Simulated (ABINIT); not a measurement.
Runs of ABINIT 10.8.3 (patched build) on TiC. The structure is cubic, space group Fm-3m (No. 225). The conventional cell has a = 4.331 Å, b = 4.331 Å, c = 4.331 Å, α = 90.00°, β = 90.00°, γ = 90.00°. Ti (site symmetry m-3m) is surrounded by 6 C at 2.17 Å. C (site symmetry m-3m) is surrounded by 6 Ti at 2.17 Å. The cell is a database's computed one.

| task | level | potentials or basis | k mesh | cutoff (eV) | fine-grid cutoff | mesh quality | gap on the mesh (eV) | pressure (GPa) | V0 of scaled cells (Å³/atom) | B0 (GPa) |
| --- | --- | --- | --- | --- | --- | --- | --- | --- | --- | --- |
| equation of state | PBE+D2 | JTH PAW PBE v2.0 | 11 × 11 × 11 | 517 | 1034.03 eV | not flagged | - | - | 10.12 | 258 |
| equation of state | WC | JTH PAW PBE v2.0 | 11 × 11 × 11 | 626 | 1224.51 eV | not flagged | - | - | 9.95 | 266 |
| equation of state | RPBE | JTH PAW PBE v2.0 | 11 × 11 × 11 | 517 | 1034.03 eV | not flagged | - | - | 10.38 | 231 |
| equation of state | revPBE | JTH PAW PBE v2.0 | 11 × 11 × 11 | 517 | 1034.03 eV | not flagged | - | - | (a) | 236 |
| equation of state | revPBE+D3 | JTH PAW PBE v2.0 | 11 × 11 × 11 | 517 | 1034.03 eV | not flagged | - | - | 9.93 | 263 |
| single point | r2SCAN | JTH PAW PBE v2.0 | 7 × 7 × 7 | 626 | 1224.51 eV | not flagged | none | - | - | - |
| band structure | PBE | SG15 NC PBE v1.2 | 11 × 11 × 11 | 1143 | - | not flagged | none | 0.5 | - | - |
| single point | r2SCAN | JTH PAW PBE v2.0 | 4 × 4 × 4 | 626 | 1224.51 eV | coarse | none | - | - | - |
| band structure | HCTH407 | JTH PAW PBE v2.0 | 11 × 11 × 11 | 517 | 1034.03 eV | not flagged | none | -3.2 | - | - |
| band structure | LDA-PZ | JTH PAW LDA v2.0 | 11 × 11 × 11 | 544 | 1088.46 eV | not flagged | none | (b) | - | - |
| single point | r2SCAN | JTH PAW PBE v2.0 | 9 × 9 × 9 | 626 | 1224.51 eV | not flagged | none | - | - | - |
| single point | r2SCAN | JTH PAW PBE v2.0 | 14 × 14 × 14 | 626 | 1224.51 eV | not flagged | none | - | - | - |

Alike in all rows: no spin polarisation; cell as given; smearing fermi-dirac 0.05 eV.

Problem. Fill in the values left out.

Solution. (a) 10.33; (b) -11.7.

Caveats: some runs use coarse meshes; the PAW data sets were made with another functional, which shifts forces and pressure a little (some runs); pressures at fixed basis lie under the slope of the energies (some runs).

A k mesh can miss the band edges.

A gap of «none» marks a metal or a gap under the smearing width.

Not every run made on this cell is shown here.
